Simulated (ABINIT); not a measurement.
# ZnO (zincite) (P6_3mc) in ABINIT: further runs, part 2 of 2

ABINIT 10.8.3 (patched build). Earlier steps stand in the parts before.

**3. Band structure, WC**

run.abi

```
ndtset 2

pp_dirpath "./"
pseudos "Zn.GGA_PBE-JTH.xml, O.GGA_PBE-JTH.xml"

acell 3.249308 3.249308 5.205709 Angstrom
rprim
     1.0000000000     0.0000000000     0.0000000000
    -0.5000000000     0.8660254038     0.0000000000
     0.0000000000     0.0000000000     1.0000000000
ntypat 2
znucl 30 8
natom 4
typat 1 1 2 2
xred
     0.6666666667     0.3333333333     0.0000000000
     0.3333333333     0.6666666667     0.5000000000
     0.3333333333     0.6666666667     0.8790100000
     0.6666666667     0.3333333333     0.3790100000

ecut 23.0
pawecutdg 45.0

ixc 23

occopt 3
tsmear 0.00183747

nstep 100

iomode 3
prtwf 0
prteig 0
prtebands 0
prtden1 1

kptopt1 1
ngkpt1 9 9 5
nshiftk1 1
shiftk1 0.0 0.0 0.0
nband1 22
tolvrs1 1.0e-9

iscf2 -2
getden2 1
nband2 26
nbdbuf2 2
tolwfr2 1.0e-12
kptopt2 -7
ndivsm2 5
prteig2 1
prtvol2 -3
kptbounds2
     0.0000000000     0.0000000000     0.0000000000
     0.5000000000     0.0000000000     0.0000000000
     0.3333333333     0.3333333333     0.0000000000
     0.0000000000     0.0000000000     0.0000000000
     0.0000000000     0.0000000000     0.5000000000
     0.5000000000     0.0000000000     0.5000000000
     0.3333333333     0.3333333333     0.5000000000
     0.0000000000     0.0000000000     0.5000000000
```

Potentials or basis: JTH PAW PBE v2.0.

Run with:

```sh
$ abinit run.abi > log 2>&1
```

run.abo:

```text
.Version 10.8.3 of ABINIT
 DATASET    1 : space group P6_3 m c (#186); Bravais hP (primitive hexag.)
================================================================================
 Values of the parameters that define the memory need for DATASET  1.
     intxc =       0    ionmov =       0      iscf =      17    lmnmax =      18
     lnmax =       6     mgfft =      45  mpssoang =       3    mqgrid =    3001
     natom =       4  nloc_mem =       2    nspden =       1   nspinor =       1
    nsppol =       1      nsym =      12    n1xccc =       1    ntypat =       2
    occopt =       3   xclevel =       2
       mpw =        1719          nfft =       40500          nkpt =          36
 PAW method is used; the additional fine FFT grid is defined by:
   mgfftf=        60    nfftf =     96000
================================================================================
================================================================================

 DATASET    2 : space group P6_3 m c (#186); Bravais hP (primitive hexag.)
================================================================================
 Values of the parameters that define the memory need for DATASET  2.
     intxc =       0    ionmov =       0      iscf =      -2    lmnmax =      18
     lnmax =       6     mgfft =      45  mpssoang =       3    mqgrid =    3001
     natom =       4  nloc_mem =       2    nspden =       1   nspinor =       1
[... 1246 lines left out ...]
   0.19760    0.19760    0.35267    0.35267    0.58184    0.58184    0.67004    0.67004
   0.69806    0.69806
 kpt#  55, nband= 26, wtk=  1.00000, kpt=  0.0303  0.0303  0.5000 (reduced coord)
  -0.43140   -0.43140   -0.00221   -0.00221    0.00967    0.00967    0.00982    0.00982
   0.05472    0.05472    0.05474    0.05474    0.13401    0.13401    0.19889    0.19889
   0.20082    0.20082    0.34368    0.34368    0.58312    0.58312    0.68720    0.68720
   0.69576    0.69576
 kpt#  56, nband= 26, wtk=  1.00000, kpt=  0.0000  0.0000  0.5000 (reduced coord)
  -0.43184   -0.43184   -0.00189   -0.00189    0.00940    0.00940    0.00940    0.00940
   0.05474    0.05474    0.05474    0.05474    0.13401    0.13401    0.20189    0.20189
   0.20189    0.20189    0.34035    0.34035    0.58336    0.58336    0.69483    0.69483
   0.69483    0.69483

== END DATASET(S) ==============================================================
================================================================================

 -outvars: echo values of variables after computation  --------
            acell      6.1403022187E+00  6.1403022187E+00  9.8373643012E+00 Bohr
           etotal1    -1.6102212588E+02
            fcart1     3.5081598622E-28  2.0254370407E-28 -1.2250666378E-03
                      -3.5081598622E-28 -2.0254370407E-28 -1.2250666378E-03
                      -0.0000000000E+00 -0.0000000000E+00  1.2250666378E-03
                      -0.0000000000E+00 -0.0000000000E+00  1.2250666378E-03
            rprim      1.0000000000E+00  0.0000000000E+00  0.0000000000E+00
                      -5.0000000000E-01  8.6602540380E-01  0.0000000000E+00
                       0.0000000000E+00  0.0000000000E+00  1.0000000000E+00
           strten1     8.3754355917E-05  8.3754355592E-05  2.5997891452E-05
                       0.0000000000E+00  0.0000000000E+00  0.0000000000E+00
           xangst      1.6246540000E+00  9.3799442426E-01  0.0000000000E+00
                       6.5619490340E-17  1.8759888485E+00  2.6028545000E+00
                       6.5619490340E-17  1.8759888485E+00  4.5758702681E+00
                       1.6246540000E+00  9.3799442426E-01  1.9730157681E+00
             xred      6.6666666667E-01  3.3333333333E-01  0.0000000000E+00
                       3.3333333333E-01  6.6666666667E-01  5.0000000000E-01
                       3.3333333333E-01  6.6666666667E-01  8.7901000000E-01
                       6.6666666667E-01  3.3333333333E-01  3.7901000000E-01
 Calculation completed.
```

It took 3.1 min on 1 thread of Arm Neoverse V2, shared host; peak memory 0.14 GiB.

Results:

| Quantity | Value |
| --- | --- |
| Free energy | -4381.6353 eV |
| Pressure | -1.9 GPa |
| Largest force | 0.063 eV/Å |
| Band gap on the k mesh | 0.68 eV, direct |
| Band gap along the path | 0.68 eV, direct |
| Valence electrons inside the program's atomic spheres | Zn 10.89; O 4.53 |

Forces in eV/Å, atoms in the order of the input:
```
Zn   0.000  0.000 -0.063
Zn   0.000  0.000 -0.063
O    0.000  0.000  0.063
O    0.000  0.000  0.063
```

Levels at the corners of the path, in eV from the valence-band top:
| point | band 14 | band 15 | band 16 | band 17 | band 18 | band 19 | band 20 | band 21 | band 22 | band 23 |
| --- | --- | --- | --- | --- | --- | --- | --- | --- | --- | --- |
| Γ | -0.82 | -0.82 | -0.07 | 0.00 | 0.00 | 0.68 | 5.10 | 8.13 | 12.73 | 12.73 |
| M | -3.56 | -2.85 | -2.29 | -1.30 | -0.83 | 5.68 | 6.71 | 7.48 | 8.39 | 10.52 |
| K | -3.53 | -3.53 | -1.93 | -1.93 | -1.72 | 7.53 | 7.59 | 7.59 | 7.99 | 10.70 |
| Γ | -0.82 | -0.82 | -0.07 | 0.00 | 0.00 | 0.68 | 5.10 | 8.13 | 12.73 | 12.73 |
| A | -2.25 | -0.40 | -0.40 | -0.40 | -0.40 | 3.36 | 3.36 | 9.98 | 9.98 | 13.01 |
| L | -3.77 | -1.52 | -1.52 | -1.36 | -1.36 | 5.58 | 5.58 | 8.32 | 8.32 | 11.17 |
| H | -3.72 | -2.71 | -2.71 | -1.23 | -1.23 | 7.86 | 7.86 | 7.91 | 7.91 | 8.71 |
| A | -2.25 | -0.40 | -0.40 | -0.40 | -0.40 | 3.36 | 3.36 | 9.98 | 9.98 | 13.01 |

Caveat: the PAW data sets were made with another functional, which shifts forces and pressure a little.

**4. Against experiment**

Step 2. A measured gap of ZnO is 3.37 eV (quoted in “Electronic structure of alkaline earth and post-transition metal oxides”, 2009, arxiv:0908.1581); the calculated 0.89 eV misses it by -2.48 eV. So large a miss can be the level of theory's own, or it may mean another phase, state or a wrong row. The value is that of RPBE, without temperature or zero-point motion. Semilocal functionals fall short of measured gaps as a rule.

Step 3. A measured gap of ZnO is 3.37 eV (quoted in “Electronic structure of alkaline earth and post-transition metal oxides”, 2009, arxiv:0908.1581); the calculated 0.68 eV misses it by -2.69 eV. So large a miss can be the level of theory's own, or it may mean another phase, state or a wrong row. The value is that of WC, without temperature or zero-point motion. Semilocal functionals fall short of measured gaps as a rule.
